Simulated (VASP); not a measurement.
# TiO (P6_3/mmc) in VASP: equation of state, part 2 of 2

VASP 6.6.1. The steps go on from the part before.

**3. Equation of state, PBEsol, 9.41 Å³/atom (volume scaled by 0.96)**

File INCAR:

```
PREC = Accurate
ENCUT = 520
EDIFF = 1E-7
ISMEAR = -1
SIGMA = 0.05
LREAL = False
LASPH = True
NELM = 60
ALGO = Normal
ISIF = 2
LWAVE = False
LCHARG = False
GGA = PS
NBANDS = 26
```

File KPOINTS:

```
Automatic mesh
0
Gamma
  11 11 5
```

File POSCAR:

```
TiO
1.0
    2.8130680453      0.0000000000      0.0000000000
   -1.4065340227      2.4361883898      0.0000000000
    0.0000000000      0.0000000000      5.4922572490
Ti O
2 2
Direct
    0.6666666667      0.3333333333      0.7500000000
    0.3333333333      0.6666666667      0.2500000000
    0.0000000000      0.0000000000      0.5000000000
    0.0000000000      0.0000000000      0.0000000000
```

Potentials or basis: VASP PAW PBE potentials, release 64 (Ti_sv, O).

Command:

```console
$ cat potpaw_PBE.64/Ti_sv/POTCAR potpaw_PBE.64/O/POTCAR > POTCAR
$ mpirun -np 1 vasp_std > vasp.out
```

OUTCAR:

```text
PREC = Accurate
   ENCUT = 520
   EDIFF = 1E-7
   ISMEAR = -1
   LREAL = False
   LASPH = True
   NELM = 60
   ISIF = 2
   GGA = PS

 Found     48 irreducible k-points:

 Following reciprocal coordinates:
            Coordinates               Weight
  0.000000  0.000000  0.000000      1.000000
  0.090909  0.000000  0.000000      6.000000
  0.181818  0.000000  0.000000      6.000000
  0.272727  0.000000  0.000000      6.000000
  0.363636  0.000000  0.000000      6.000000
  0.454545  0.000000  0.000000      6.000000
   k-points           NKPTS =     48   k-points in BZ     NKDIM =     48   number of bands    NBANDS=     26
   number of dos      NEDOS =    301   number of ions     NIONS =      4
   total plane-waves  NPLWV =  24192
   dimension x,y,z NGX =    24 NGY =   24 NGZ =   42
   dimension x,y,z NGXF=    48 NGYF=   48 NGZF=   84
   ions per type =               2   2
   NGX,Y,Z   is equivalent  to a cutoff of  14.18, 14.18, 12.71 a.u.
   NGXF,Y,Z  is equivalent  to a cutoff of  28.37, 28.37, 25.43 a.u.
 SYSTEM =  unknown system
   PREC   = accura    normal or accurate (medium, high low for compatibility)
   ISTART =      0    job   : 0-new  1-cont  2-samecut
   ICHARG =      2    charge: 1-file 2-atom 10-const
   ISPIN  =      1    spin polarized calculation?
   LNONCOLLINEAR =      F non collinear calculations
   LSORBIT =      F    spin-orbit coupling
   LASPH  =      T    aspherical Exc in radial PAW
   ENCUT  =  520.0 eV  38.22 Ry    6.18 a.u.   5.23  5.23 10.21*2*pi/ulx,y,z
   NELM   =     60;   NELMIN=  2; NELMDL= -5     # of ELM steps
   EDIFF  = 0.1E-06   stopping-criterion for ELM
   LREAL  =      F    real-space projection
   EDIFFG = 0.1E-05   stopping-criterion for IOM
   NSW    =      0    number of steps for IOM
   IBRION =     -1    ionic relax: 0-MD 1-quasi-New 2-CG
   NFREE  =      0    steps in history (QN), initial steepest desc. (CG)
   ISIF   =      2    stress and relaxation
   ISYM   =      2    0-nonsym 1-usesym 2-fastsym
   POTIM  = 0.5000    time-step for ionic-motion
   TEBEG  =    0.0;   TEEND  =   0.0 temperature during run
   PSTRESS=    0.0 pullay stress
   NELECT =      36.0000    total number of electrons
   NUPDOWN=      -1.0000    fix difference up-down
   EMIN   =  10.00;   EMAX   =-10.00  energy-range for DOS
   EFERMI =   0.00;   METHOD = LEGACY
   ISMEAR =    -1;   SIGMA  =   0.05  broadening in eV -4-tet -1-fermi 0-gaus
   EFERMI_NEDOS =   21; number of points for ismear=-14 and -15
   IALGO  =     38    algorithm
   IMIX   =      4    mixing-type and parameters
     AMIX     =   0.40;   BMIX     =  1.00
     AMIX_MAG =   1.60;   BMIX_MAG =  1.00
  volume/ion in A,a.u.               =       9.41        63.50
  Fermi-wavevector in a.u.,A,eV,Ry     =   1.612978  3.048086 35.398234  2.601697
  Thomas-Fermi vector in A             =   2.708121
   LORBIT       =      0    0 simple, 1 ext, 2 COOP (PROOUT), +10 PAW based schemes
   GGA     = PS    functional components
   LHFCALC =     F    Hartree Fock is set to
   AEXX    =    0.0000 exact exchange contribution
   IVDW    =     0    specifies the selected vdW correction
   LEPSILON=     F    determine dielectric tensor
   LRPA    =     F    only Hartree local field effects (RPA)
 non-spin polarized calculation
  energy-cutoff  :      520.00
  volume of cell :       37.64
 maximum number of plane-waves:      1025
 NGX is ok and might be reduce to    24
   NGX = 11   NGY = 11   NGZ = 21

 number of electron      36.0000002 magnetization

 Free energy of the ion-electron system (eV)
  ---------------------------------------------------
  ext. energy  EPLUGINS =         0.00000000
  ---------------------------------------------------
  free energy    TOTEN  =       -37.40204797 eV

  energy without entropy =      -37.39510981  energy(sigma->0) =      -37.39857889

 E-fermi :  11.8063     XC(G=0): -13.2625

 val. band max:       11.7851680705   @ k =   0.4545   0.0909   0.0000
 cond. band min:      11.8435302120   @ k =   0.0000   0.0000   0.0000
 fundamental gap:      0.0583621415
 Fermi energy:        11.8062927363

 k-point     1 :       0.0000    0.0000    0.0000
  band No.  band energies     occupation
      1     -45.8024      2.00000
      2     -45.7479      2.00000
      3     -22.7403      2.00000
      4     -22.1639      2.00000
      5     -21.7197      2.00000
      6     -21.7197      2.00000
[... 18 lines left out ...]
     25      13.6820      0.00000
     26      14.8382      0.00000
[... 122 lines left out ...]
      4     -22.4580      2.00000
      5     -22.3084      2.00000
      6     -22.1597      2.00000
[... 18 lines left out ...]
     25      15.3980      0.00000
     26      15.4647      0.00000

 [... further k-points ...]

------------------------ aborting loop because EDIFF is reached ----------------------------------------

  FORCE on cell =-STRESS in cart. coord.  units (eV):
  Direction    XX          YY          ZZ          XY          YZ          ZX
  --------------------------------------------------------------------------------------
  -------------------------------------------------------------------------------------
  Total        0.2347393      0.2347393     -0.4151063     -0.0000000     -0.0000000      0.0000000
  in kB        9.9920453      9.9920453    -17.6696487     -0.0000000     -0.0000000      0.0000000
  external PRESSURE =       0.7714806 kB  Pullay stress =       0.0000000 kB

 VOLUME and BASIS-vectors are now :
 -----------------------------------------------------------------------------
  energy-cutoff  :      520.00
  volume of cell :       37.64
      direct lattice vectors                 reciprocal lattice vectors
     2.813068045  0.000000000  0.000000000     0.355483758  0.205238643  0.000000000
    -1.406534023  2.436188390  0.000000000     0.000000000  0.410477287  0.000000000
     0.000000000  0.000000000  5.492257249     0.000000000  0.000000000  0.182074501

 POSITION                                       TOTAL-FORCE (eV/Angst)
 -----------------------------------------------------------------------------------
      1.40653      0.81206      4.11919        -0.000000      0.000000      0.000000
     -0.00000      1.62413      1.37306         0.000000     -0.000000      0.000000
      0.00000      0.00000      2.74613         0.000000      0.000000      0.000000
      0.00000      0.00000      0.00000         0.000000      0.000000      0.000000
 -----------------------------------------------------------------------------------
    total drift:                               -0.000000      0.000000     -0.000000

  FREE ENERGIE OF THE ION-ELECTRON SYSTEM (eV)
  ---------------------------------------------------
  free  energy   TOTEN  =       -37.4020479746 eV

  energy  without entropy=      -37.3951098104  energy(sigma->0) =      -37.39857889
```

It took 27 s on 1 thread of Intel Xeon Platinum 8488C (Sapphire Rapids), shared host; peak memory 0.18 GiB.

What came out:

```
Free energy            : -37.4020 eV
Pressure               : 0.1 GPa
Band gap on the k mesh : none (metal or under the smearing width)
```

Caveat: the PAW data sets were made with another functional, which shifts forces and pressure a little; semilocal functionals often make such compounds metallic where correlation or magnetic order opens a gap, which also shifts bond lengths.

**4. Equation of state, PBEsol, 9.61 Å³/atom (volume scaled by 0.98)**

INCAR is that of step 3.

KPOINTS is that of step 3.

File POSCAR:

```
TiO
1.0
    2.8324691276      0.0000000000      0.0000000000
   -1.4162345639      2.4529902200      0.0000000000
    0.0000000000      0.0000000000      5.5301360822
Ti O
2 2
Direct
    0.6666666667      0.3333333333      0.7500000000
    0.3333333333      0.6666666667      0.2500000000
    0.0000000000      0.0000000000      0.5000000000
    0.0000000000      0.0000000000      0.0000000000
```

Command:

```console
$ cat potpaw_PBE.64/Ti_sv/POTCAR potpaw_PBE.64/O/POTCAR > POTCAR
$ mpirun -np 1 vasp_std > vasp.out
```

Run time: 27 s. Hardware: 1 thread of Intel Xeon Platinum 8488C (Sapphire Rapids), shared host; peak memory 0.18 GiB.

It converged, with:

```yaml
Free_energy: -37.3913 eV
Pressure: -4.9 GPa
Band_gap_on_the_k_mesh: none (metal or under the smearing width)
```

Caveat: the PAW data sets were made with another functional, which shifts forces and pressure a little; semilocal functionals often make such compounds metallic where correlation or magnetic order opens a gap, which also shifts bond lengths.

**5. Equation of state, PBEsol, 10.00 Å³/atom (volume scaled by 1.02)**

INCAR is that of step 4.

KPOINTS is that of step 4.

File POSCAR:

```
TiO
1.0
    2.8704933848      0.0000000000      0.0000000000
   -1.4352466924      2.4859201926      0.0000000000
    0.0000000000      0.0000000000      5.6043749553
Ti O
2 2
Direct
    0.6666666667      0.3333333333      0.7500000000
    0.3333333333      0.6666666667      0.2500000000
    0.0000000000      0.0000000000      0.5000000000
    0.0000000000      0.0000000000      0.0000000000
```

Command:

```console
$ cat potpaw_PBE.64/Ti_sv/POTCAR potpaw_PBE.64/O/POTCAR > POTCAR
$ mpirun -np 1 vasp_std > vasp.out
```

Run time: 30 s. Hardware: 1 thread of Intel Xeon Platinum 8488C (Sapphire Rapids), shared host; peak memory 0.18 GiB.

It converged, with:

```
Free energy            : -37.3031 eV
Pressure               : -13.3 GPa
Band gap on the k mesh : none (metal or under the smearing width)
```

Caveat: the PAW data sets were made with another functional, which shifts forces and pressure a little; semilocal functionals often make such compounds metallic where correlation or magnetic order opens a gap, which also shifts bond lengths.

**6. Equation of state, PBEsol, 10.19 Å³/atom (volume scaled by 1.04)**

INCAR is that of step 5.

KPOINTS is that of step 5.

File POSCAR:

```
TiO
1.0
    2.8891334745      0.0000000000      0.0000000000
   -1.4445667373      2.5020629838      0.0000000000
    0.0000000000      0.0000000000      5.6407680202
Ti O
2 2
Direct
    0.6666666667      0.3333333333      0.7500000000
    0.3333333333      0.6666666667      0.2500000000
    0.0000000000      0.0000000000      0.5000000000
    0.0000000000      0.0000000000      0.0000000000
```

Potentials or basis: VASP PAW PBE potentials, release 64 (Ti_sv, O).

Command:

```console
$ cat potpaw_PBE.64/Ti_sv/POTCAR potpaw_PBE.64/O/POTCAR > POTCAR
$ mpirun -np 1 vasp_std > vasp.out
```

It took 31 s on 1 thread of Intel Xeon Platinum 8488C (Sapphire Rapids), shared host; peak memory 0.18 GiB.

It converged, with:

| Item | Value |
| --- | --- |
| Free energy | -37.2302 eV |
| Pressure | -16.9 GPa |
| Band gap on the k mesh | none (metal or under the smearing width) |

Caveat: the PAW data sets were made with another functional, which shifts forces and pressure a little; semilocal functionals often make such compounds metallic where correlation or magnetic order opens a gap, which also shifts bond lengths.

**7. Equation of state, PBEsol, 10.39 Å³/atom (volume scaled by 1.06)**

INCAR is that of step 6.

KPOINTS is that of step 6.

File POSCAR:

```
TiO
1.0
    2.9075360947      0.0000000000      0.0000000000
   -1.4537680474      2.5180001204      0.0000000000
    0.0000000000      0.0000000000      5.6766974477
Ti O
2 2
Direct
    0.6666666667      0.3333333333      0.7500000000
    0.3333333333      0.6666666667      0.2500000000
    0.0000000000      0.0000000000      0.5000000000
    0.0000000000      0.0000000000      0.0000000000
```

Command:

```console
$ cat potpaw_PBE.64/Ti_sv/POTCAR potpaw_PBE.64/O/POTCAR > POTCAR
$ mpirun -np 1 vasp_std > vasp.out
```

Run time: 32 s. Hardware: 1 thread of Intel Xeon Platinum 8488C (Sapphire Rapids), shared host; peak memory 0.18 GiB.

It converged, with:

* Free energy: -37.1409 eV
* Pressure: -20.1 GPa
* Band gap on the k mesh: none (metal or under the smearing width)

Caveat: the PAW data sets were made with another functional, which shifts forces and pressure a little; semilocal functionals often make such compounds metallic where correlation or magnetic order opens a gap, which also shifts bond lengths.

**8. Equation of state, PBEsol**

Potentials or basis: VASP PAW PBE potentials, release 64 (Ti_sv, O).

No new run: the results of the series are fitted here.

Results:

- Equilibrium volume: 9.42 Å³/atom
- Bulk modulus at fixed shape and positions: 251 GPa
- Pressure derivative of the bulk modulus: 4.4

Energy against volume, from the lowest point:
| volume (Å³/atom) | energy (meV/atom) |
| --- | --- |
| 9.214 | 3.75 |
| 9.410 | 0.00 |
| 9.606 | 2.68 |
| 9.802 | 11.14 |
| 9.998 | 24.74 |
| 10.194 | 42.96 |
| 10.390 | 65.28 |

Caveat: the cell was scaled at fixed shape and fractional positions, which overstates the stiffness of a crystal with free parameters, most of all of layers and chains; the PAW data sets were made with another functional, which shifts forces and pressure a little.
